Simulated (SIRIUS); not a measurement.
# Te (P3_121) in SIRIUS: notebook, part 3 of 3

SIRIUS 7.12.0.

## 6. Equation of state, LDA, 34.60 Å³/atom (volume scaled by 1.02)

sirius.json reads:

```json
{
  "control": {
    "processing_unit": "cpu",
    "std_evp_solver_name": "lapack",
    "gen_evp_solver_name": "lapack",
    "verbosity": 2,
    "print_forces": false,
    "ortho_rf": true,
    "use_second_variation": true,
    "rmt_max": 3.0,
    "num_bands_to_print": 24,
    "save_wf": true
  },
  "parameters": {
    "electronic_structure_method": "full_potential_lapwlo",
    "xc_functionals": ["XC_LDA_X", "XC_LDA_C_PW"],
    "core_relativity": "dirac",
    "valence_relativity": "iora",
    "num_fv_states": 44,
    "smearing": "fermi_dirac",
    "smearing_width": 0.0018374661,
    "pw_cutoff": 20,
    "gk_cutoff": 3.31,
    "lmax_apw": 10,
    "lmax_rho": 8,
    "lmax_pot": 8,
    "num_mag_dims": 0,
    "auto_rmt": 0,
    "ngridk": [7, 7, 5],
    "shiftk": [0, 0, 0],
    "num_dft_iter": 80,
    "energy_tol": 1e-07,
    "density_tol": 1e-05,
    "use_symmetry": true
  },
  "settings": {"tol_ne": 1e-10},
  "iterative_solver": {"type": "exact"},
  "mixer": {"type": "anderson", "beta": 0.5, "max_history": 8},
  "unit_cell": {
    "lattice_vectors": [[8.4725824469, 0.0, 0.0], [-4.2362912235, 7.3374716346, 0.0], [0.0, 0.0, 11.2688770577]],
    "atom_types": ["Te"],
    "atom_files": {"Te": "Te.json"},
    "atoms": {"Te": [[0.731, 0.731, 0.0], [0.0, 0.269, 0.6666666667], [0.269, 0.0, 0.3333333333]]}
  }
}
```

Te.json reads:

```json
{
  "name": "tellurium",
  "symbol": "Te",
  "number": 52,
  "mass": 127.6,
  "rmin": 1e-06,
  "rmt": 2.54,
  "nrmt": 800,
  "rinf": 14.28,
  "core": "1s2s2p3s3p3d",
  "valence": [
    {"basis": [{"enu": -0.01, "dme": 0, "n": 0, "auto": 0}, {"enu": -0.01, "dme": 1, "n": 0, "auto": 0}]},
    {"l": 0, "n": 1, "basis": [{"enu": -0.0291, "dme": 0, "n": 0, "auto": 0}]},
    {"l": 1, "n": 2, "basis": [{"enu": 0.09, "dme": 0, "n": 0, "auto": 0}]},
    {"l": 2, "n": 3, "basis": [{"enu": 0.09, "dme": 0, "n": 0, "auto": 0}]},
    {"l": 3, "n": 4, "basis": [{"enu": 0.09, "dme": 0, "n": 0, "auto": 0}]}
  ],
  "lo": [
    {
      "l": 0,
      "basis": [{"enu": -0.0291, "dme": 0, "n": 0, "auto": 0}, {"enu": -0.0291, "dme": 1, "n": 0, "auto": 0}]
    },
    {
      "l": 0,
      "basis": [{"enu": -5.6939, "dme": 0, "n": 4, "auto": 1}, {"enu": -5.6939, "dme": 1, "n": 4, "auto": 1}]
    },
    {
      "l": 0,
      "basis": [{"enu": -5.6939, "dme": 1, "n": 4, "auto": 1}, {"enu": -0.0291, "dme": 0, "n": 0, "auto": 0}]
    },
    {
      "l": 0,
      "basis": [{"enu": -0.0291, "dme": 0, "n": 0, "auto": 0}, {"enu": 2.4509, "dme": 0, "n": 0, "auto": 0}]
    },
    {"l": 1, "basis": [{"enu": 0.09, "dme": 0, "n": 0, "auto": 0}, {"enu": 0.09, "dme": 1, "n": 0, "auto": 0}]},
    {
      "l": 1,
      "basis": [{"enu": -3.876, "dme": 0, "n": 4, "auto": 1}, {"enu": -3.876, "dme": 1, "n": 4, "auto": 1}]
    },
    {"l": 1, "basis": [{"enu": -3.876, "dme": 1, "n": 4, "auto": 1}, {"enu": 0.09, "dme": 0, "n": 0, "auto": 0}]},
    {"l": 1, "basis": [{"enu": 0.09, "dme": 0, "n": 0, "auto": 0}, {"enu": 2.942, "dme": 0, "n": 0, "auto": 0}]},
    {"l": 2, "basis": [{"enu": 0.09, "dme": 0, "n": 0, "auto": 0}, {"enu": 0.09, "dme": 1, "n": 0, "auto": 0}]},
    {
      "l": 2,
      "basis": [{"enu": -1.2202, "dme": 0, "n": 4, "auto": 1}, {"enu": -1.2202, "dme": 1, "n": 4, "auto": 1}]
    },
    {
      "l": 2,
      "basis": [{"enu": -1.2202, "dme": 1, "n": 4, "auto": 1}, {"enu": 0.09, "dme": 0, "n": 0, "auto": 0}]
    },
    {"l": 2, "basis": [{"enu": 0.09, "dme": 0, "n": 0, "auto": 0}, {"enu": 3.314, "dme": 0, "n": 0, "auto": 0}]},
    {"l": 3, "basis": [{"enu": 0.09, "dme": 0, "n": 0, "auto": 0}, {"enu": 0.09, "dme": 1, "n": 0, "auto": 0}]},
    {"l": 3, "basis": [{"enu": 0.09, "dme": 0, "n": 0, "auto": 0}, {"enu": 2.787, "dme": 0, "n": 0, "auto": 0}]}
  ],
  "free_atom": [... radial grid and density of the free atom, the start of the SCF ...]
}
```

sirius_start.json reads:

```json
{
  "control": {
    "processing_unit": "cpu",
    "std_evp_solver_name": "lapack",
    "gen_evp_solver_name": "lapack",
    "verbosity": 1,
    "print_forces": false,
    "ortho_rf": true,
    "use_second_variation": true,
    "rmt_max": 3.0,
    "num_bands_to_print": 24,
    "save_wf": false
  },
  "parameters": {
    "electronic_structure_method": "full_potential_lapwlo",
    "xc_functionals": ["XC_LDA_X", "XC_LDA_C_PW"],
    "core_relativity": "dirac",
    "valence_relativity": "iora",
    "num_fv_states": 44,
    "smearing": "fermi_dirac",
    "smearing_width": 0.0055123983,
    "pw_cutoff": 20,
    "gk_cutoff": 2.65,
    "lmax_apw": 10,
    "lmax_rho": 8,
    "lmax_pot": 8,
    "num_mag_dims": 0,
    "auto_rmt": 0,
    "ngridk": [3, 3, 2],
    "shiftk": [0, 0, 0],
    "num_dft_iter": 30,
    "energy_tol": 0.01,
    "density_tol": 0.05,
    "use_symmetry": true
  },
  "settings": {"tol_ne": 1e-10},
  "iterative_solver": {"type": "exact"},
  "mixer": {"type": "anderson", "beta": 0.5, "max_history": 8},
  "unit_cell": {
    "lattice_vectors": [[8.4725824469, 0.0, 0.0], [-4.2362912235, 7.3374716346, 0.0], [0.0, 0.0, 11.2688770577]],
    "atom_types": ["Te"],
    "atom_files": {"Te": "Te.json"},
    "atoms": {"Te": [[0.731, 0.731, 0.0], [0.0, 0.269, 0.6666666667], [0.269, 0.0, 0.3333333333]]}
  }
}
```

Potentials or basis: all-electron FP-LAPW, apw+lo standard.

Launch:

```
OMP_NUM_THREADS=1 sirius.scf --input=sirius_start.json --output=start.json
OMP_NUM_THREADS=1 sirius.scf --input=sirius.json --output=output.json --task=1
```

Wall time 71 s (1 thread of Intel Xeon 6975P-C (Granite Rapids), shared host); peak memory 0.72 GiB.

It converged, with:

```
Free energy                                       : -554395.9184 eV
Band gap on the k mesh                            : 0.58 eV, indirect (least direct gap 0.74 eV)
All electrons inside the program's atomic spheres : Te 49.68 (radii Te 2.54 bohr)
```

Caveat: spin-orbit coupling is left out, which moves the levels of the heavy elements; an odd mesh through Γ misses points on the zone boundary, where band edges often lie.

## 7. Equation of state, LDA, 35.28 Å³/atom (volume scaled by 1.04)

sirius.json: that of step 6 with these lines changed.

```diff
@@ -39,3 +39,3 @@
   "unit_cell": {
-    "lattice_vectors": [[8.4725824469, 0.0, 0.0], [-4.2362912235, 7.3374716346, 0.0], [0.0, 0.0, 11.2688770577]],
+    "lattice_vectors": [[8.5276007576, 0.0, 0.0], [-4.2638003788, 7.3851188894, 0.0], [0.0, 0.0, 11.3420536345]],
     "atom_types": ["Te"],
```

Te.json reads:

```json
{
  "name": "tellurium",
  "symbol": "Te",
  "number": 52,
  "mass": 127.6,
  "rmin": 1e-06,
  "rmt": 2.54,
  "nrmt": 800,
  "rinf": 14.28,
  "core": "1s2s2p3s3p3d",
  "valence": [
    {"basis": [{"enu": -0.02, "dme": 0, "n": 0, "auto": 0}, {"enu": -0.02, "dme": 1, "n": 0, "auto": 0}]},
    {"l": 0, "n": 1, "basis": [{"enu": -0.0391, "dme": 0, "n": 0, "auto": 0}]},
    {"l": 1, "n": 2, "basis": [{"enu": 0.08, "dme": 0, "n": 0, "auto": 0}]},
    {"l": 2, "n": 3, "basis": [{"enu": 0.08, "dme": 0, "n": 0, "auto": 0}]},
    {"l": 3, "n": 4, "basis": [{"enu": 0.08, "dme": 0, "n": 0, "auto": 0}]}
  ],
  "lo": [
    {
      "l": 0,
      "basis": [{"enu": -0.0391, "dme": 0, "n": 0, "auto": 0}, {"enu": -0.0391, "dme": 1, "n": 0, "auto": 0}]
    },
    {
      "l": 0,
      "basis": [{"enu": -5.7039, "dme": 0, "n": 4, "auto": 1}, {"enu": -5.7039, "dme": 1, "n": 4, "auto": 1}]
    },
    {
      "l": 0,
      "basis": [{"enu": -5.7039, "dme": 1, "n": 4, "auto": 1}, {"enu": -0.0391, "dme": 0, "n": 0, "auto": 0}]
    },
    {
      "l": 0,
      "basis": [{"enu": -0.0391, "dme": 0, "n": 0, "auto": 0}, {"enu": 2.4409, "dme": 0, "n": 0, "auto": 0}]
    },
    {"l": 1, "basis": [{"enu": 0.08, "dme": 0, "n": 0, "auto": 0}, {"enu": 0.08, "dme": 1, "n": 0, "auto": 0}]},
    {
      "l": 1,
      "basis": [{"enu": -3.886, "dme": 0, "n": 4, "auto": 1}, {"enu": -3.886, "dme": 1, "n": 4, "auto": 1}]
    },
    {"l": 1, "basis": [{"enu": -3.886, "dme": 1, "n": 4, "auto": 1}, {"enu": 0.08, "dme": 0, "n": 0, "auto": 0}]},
    {"l": 1, "basis": [{"enu": 0.08, "dme": 0, "n": 0, "auto": 0}, {"enu": 2.932, "dme": 0, "n": 0, "auto": 0}]},
    {"l": 2, "basis": [{"enu": 0.08, "dme": 0, "n": 0, "auto": 0}, {"enu": 0.08, "dme": 1, "n": 0, "auto": 0}]},
    {
      "l": 2,
      "basis": [{"enu": -1.2302, "dme": 0, "n": 4, "auto": 1}, {"enu": -1.2302, "dme": 1, "n": 4, "auto": 1}]
    },
    {
      "l": 2,
      "basis": [{"enu": -1.2302, "dme": 1, "n": 4, "auto": 1}, {"enu": 0.08, "dme": 0, "n": 0, "auto": 0}]
    },
    {"l": 2, "basis": [{"enu": 0.08, "dme": 0, "n": 0, "auto": 0}, {"enu": 3.304, "dme": 0, "n": 0, "auto": 0}]},
    {"l": 3, "basis": [{"enu": 0.08, "dme": 0, "n": 0, "auto": 0}, {"enu": 0.08, "dme": 1, "n": 0, "auto": 0}]},
    {"l": 3, "basis": [{"enu": 0.08, "dme": 0, "n": 0, "auto": 0}, {"enu": 2.777, "dme": 0, "n": 0, "auto": 0}]}
  ],
  "free_atom": [... radial grid and density of the free atom, the start of the SCF ...]
}
```

sirius_start.json: that of step 6 with these lines changed.

```diff
@@ -39,3 +39,3 @@
   "unit_cell": {
-    "lattice_vectors": [[8.4725824469, 0.0, 0.0], [-4.2362912235, 7.3374716346, 0.0], [0.0, 0.0, 11.2688770577]],
+    "lattice_vectors": [[8.5276007576, 0.0, 0.0], [-4.2638003788, 7.3851188894, 0.0], [0.0, 0.0, 11.3420536345]],
     "atom_types": ["Te"],
```

Launch:

```
OMP_NUM_THREADS=1 sirius.scf --input=sirius_start.json --output=start.json
OMP_NUM_THREADS=1 sirius.scf --input=sirius.json --output=output.json --task=1
```

Wall time 70 s (1 thread of Intel Xeon 6975P-C (Granite Rapids), shared host); peak memory 0.73 GiB.

The run converged. Its results:

```yaml
Free_energy: -554395.8780 eV
Band_gap_on_the_k_mesh: 0.59 eV, indirect (least direct gap 0.73 eV)
All_electrons_inside_the_program's_atomic_spheres: Te 49.67 (radii Te 2.54 bohr)
```

Caveat: spin-orbit coupling is left out, which moves the levels of the heavy elements; an odd mesh through Γ misses points on the zone boundary, where band edges often lie.

## 8. Equation of state, LDA, 35.96 Å³/atom (volume scaled by 1.06)

sirius.json: that of step 7 with these lines changed.

```diff
@@ -39,3 +39,3 @@
   "unit_cell": {
-    "lattice_vectors": [[8.5276007576, 0.0, 0.0], [-4.2638003788, 7.3851188894, 0.0], [0.0, 0.0, 11.3420536345]],
+    "lattice_vectors": [[8.5819181505, 0.0, 0.0], [-4.2909590752, 7.4321591315, 0.0], [0.0, 0.0, 11.4142979621]],
     "atom_types": ["Te"],
```

Te.json reads:

```json
{
  "name": "tellurium",
  "symbol": "Te",
  "number": 52,
  "mass": 127.6,
  "rmin": 1e-06,
  "rmt": 2.54,
  "nrmt": 800,
  "rinf": 14.28,
  "core": "1s2s2p3s3p3d",
  "valence": [
    {"basis": [{"enu": -0.03, "dme": 0, "n": 0, "auto": 0}, {"enu": -0.03, "dme": 1, "n": 0, "auto": 0}]},
    {"l": 0, "n": 1, "basis": [{"enu": -0.0491, "dme": 0, "n": 0, "auto": 0}]},
    {"l": 1, "n": 2, "basis": [{"enu": 0.07, "dme": 0, "n": 0, "auto": 0}]},
    {"l": 2, "n": 3, "basis": [{"enu": 0.07, "dme": 0, "n": 0, "auto": 0}]},
    {"l": 3, "n": 4, "basis": [{"enu": 0.07, "dme": 0, "n": 0, "auto": 0}]}
  ],
  "lo": [
    {
      "l": 0,
      "basis": [{"enu": -0.0491, "dme": 0, "n": 0, "auto": 0}, {"enu": -0.0491, "dme": 1, "n": 0, "auto": 0}]
    },
    {
      "l": 0,
      "basis": [{"enu": -5.7139, "dme": 0, "n": 4, "auto": 1}, {"enu": -5.7139, "dme": 1, "n": 4, "auto": 1}]
    },
    {
      "l": 0,
      "basis": [{"enu": -5.7139, "dme": 1, "n": 4, "auto": 1}, {"enu": -0.0491, "dme": 0, "n": 0, "auto": 0}]
    },
    {
      "l": 0,
      "basis": [{"enu": -0.0491, "dme": 0, "n": 0, "auto": 0}, {"enu": 2.4309, "dme": 0, "n": 0, "auto": 0}]
    },
    {"l": 1, "basis": [{"enu": 0.07, "dme": 0, "n": 0, "auto": 0}, {"enu": 0.07, "dme": 1, "n": 0, "auto": 0}]},
    {
      "l": 1,
      "basis": [{"enu": -3.896, "dme": 0, "n": 4, "auto": 1}, {"enu": -3.896, "dme": 1, "n": 4, "auto": 1}]
    },
    {"l": 1, "basis": [{"enu": -3.896, "dme": 1, "n": 4, "auto": 1}, {"enu": 0.07, "dme": 0, "n": 0, "auto": 0}]},
    {"l": 1, "basis": [{"enu": 0.07, "dme": 0, "n": 0, "auto": 0}, {"enu": 2.922, "dme": 0, "n": 0, "auto": 0}]},
    {"l": 2, "basis": [{"enu": 0.07, "dme": 0, "n": 0, "auto": 0}, {"enu": 0.07, "dme": 1, "n": 0, "auto": 0}]},
    {
      "l": 2,
      "basis": [{"enu": -1.2402, "dme": 0, "n": 4, "auto": 1}, {"enu": -1.2402, "dme": 1, "n": 4, "auto": 1}]
    },
    {
      "l": 2,
      "basis": [{"enu": -1.2402, "dme": 1, "n": 4, "auto": 1}, {"enu": 0.07, "dme": 0, "n": 0, "auto": 0}]
    },
    {"l": 2, "basis": [{"enu": 0.07, "dme": 0, "n": 0, "auto": 0}, {"enu": 3.294, "dme": 0, "n": 0, "auto": 0}]},
    {"l": 3, "basis": [{"enu": 0.07, "dme": 0, "n": 0, "auto": 0}, {"enu": 0.07, "dme": 1, "n": 0, "auto": 0}]},
    {"l": 3, "basis": [{"enu": 0.07, "dme": 0, "n": 0, "auto": 0}, {"enu": 2.767, "dme": 0, "n": 0, "auto": 0}]}
  ],
  "free_atom": [... radial grid and density of the free atom, the start of the SCF ...]
}
```

sirius_start.json: that of step 7 with these lines changed.

```diff
@@ -39,3 +39,3 @@
   "unit_cell": {
-    "lattice_vectors": [[8.5276007576, 0.0, 0.0], [-4.2638003788, 7.3851188894, 0.0], [0.0, 0.0, 11.3420536345]],
+    "lattice_vectors": [[8.5819181505, 0.0, 0.0], [-4.2909590752, 7.4321591315, 0.0], [0.0, 0.0, 11.4142979621]],
     "atom_types": ["Te"],
```

Launch:

```
OMP_NUM_THREADS=1 sirius.scf --input=sirius_start.json --output=start.json
OMP_NUM_THREADS=1 sirius.scf --input=sirius.json --output=output.json --task=1
```

Run time: 76 s. Hardware: 1 thread of Intel Xeon 6975P-C (Granite Rapids), shared host; peak memory 0.73 GiB.

Results (log left out):

* Free energy: -554395.8274 eV
* Band gap on the k mesh: 0.59 eV, indirect (least direct gap 0.72 eV)
* All electrons inside the program's atomic spheres: Te 49.66 (radii Te 2.54 bohr)

Caveat: spin-orbit coupling is left out, which moves the levels of the heavy elements; an odd mesh through Γ misses points on the zone boundary, where band edges often lie.

## 9. Equation of state, LDA

Potentials or basis: all-electron FP-LAPW, apw+lo standard.

No new run: the results of the series are fitted here.

What came out:

| Item | Value |
| --- | --- |
| Equilibrium volume | 32.63 Å³/atom |
| Bulk modulus at fixed shape and positions | 56 GPa |
| Pressure derivative of the bulk modulus | 4.9 (rough: it moves with the points fitted) |

Energy against volume, from the lowest point:
```tsv
volume (Å³/atom)	energy (meV/atom)
31.890	2.97
32.568	0.00
33.247	1.72
33.925	8.24
34.604	18.52
35.282	31.97
35.961	48.84
```

Caveat: the cell was scaled at fixed shape and fractional positions, which overstates the stiffness of a crystal with free parameters, most of all of layers and chains.
